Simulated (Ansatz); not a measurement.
# Al2Cu(110): a dynamics run in two tries

The task is a short trajectory. The slab cell is 1×1.

Program: Ansatz 0.2.0. Level of theory: DFT PBE+D3(BJ), plane waves, PAW, scalar-relativistic, no spin polarisation. These are calculated values, not measurements.

## 1. The structure to begin with

The cell holds 12 atoms (Al8Cu4): a = 5.743 Å, b = 5.702 Å, c = 16.307 Å, α = 90.00°, β = 90.00°, γ = 90.00°.

Coordinates:

```xyz
12
Lattice="5.7427 0.0000 0.0000 0.0000 5.7022 0.0000 0.0000 0.0000 16.3070" Properties=species:S:1:pos:R:3 pbc="T T T"
Al    4.1599    4.2307    1.9440
Al    1.4095    4.3154    2.1941
Cu    0.0000    2.8511    1.0000
Al    1.3389    1.4756    2.3993
Al    4.3920    1.0734    2.1954
Cu    2.8713    0.0000    1.0000
Al    2.3946    4.5407    5.2126
Al    4.7113    3.4004    5.5565
Cu    3.1306    2.5951    3.7754
Al    4.3437    0.6215    5.6932
Al    1.1533    2.0498    4.9131
Cu    0.2055   -0.5862    3.9281
```

## 2. First attempt

input.yaml reads:

```yaml
crystal:
  lattice:
    - [5.742662, 0.0, 0.0]
    - [0.0, 5.702188, 0.0]
    - [0.0, 0.0, 16.306996]
  atoms:
    - { symbol: Al, position: [0.72438398, 0.74194434, 0.11921095] }
    - { symbol: Al, position: [0.24544236, 0.75679362, 0.13455156] }
    - { symbol: Cu, position: [0.0, 0.5, 0.0613234] }
    - { symbol: Al, position: [0.23314341, 0.25877635, 0.1471329] }
    - { symbol: Al, position: [0.76480366, 0.18823861, 0.13462656] }
    - { symbol: Cu, position: [0.5, 0.0, 0.0613234] }
    - { symbol: Al, position: [0.41698938, 0.79630122, 0.31965181] }
    - { symbol: Al, position: [0.82041195, 0.59633518, 0.34074291] }
    - { symbol: Cu, position: [0.54515445, 0.45509738, 0.23152197] }
    - { symbol: Al, position: [0.75638569, 0.10900127, 0.3491236] }
    - { symbol: Al, position: [0.20082528, 0.35947502, 0.30128932] }
    - { symbol: Cu, position: [0.03577891, -0.10280437, 0.24088512] }
basis:
  ecutwfc: 420.0
kpoints:
  mp_grid: { grid: [2, 2, 1] }
hamiltonian:
  xc: pbe
  dispersion: d3bj
  pseudopotentials: { kind: paw, azcp: { folder: soft_1 } }
scf:
  occupations: { method: fermi_dirac, width: 0.1 }
  lower_state_search: "off"
  max_iter: 64
md:
  timestep: 2
  n_steps: 25
  ensemble: nvt_langevin
  temperature: 1800.0
  initial_velocities: maxwell_boltzmann
  seed: 389544
  constraints: [{ sites: [2, 5] }]
  temperature_schedule: [{ n_steps: 500, end_temperature: 100.0 }]
```

Run with:

```console
$ ansatz run input.yaml --threads 1 --pin off --max-ram 3072MiB --backend cpu --events-out ev --progress --plain --runs-dir out
```

Before running it: what results should come out? Wanted: first try.

As calculated:

| quantity | value |
| --- | --- |
| first try | refused |
| cause | the schedule's stages add up to more steps than the run has |

What this shows: The fault in the first input was caught at the input check and cost nothing.
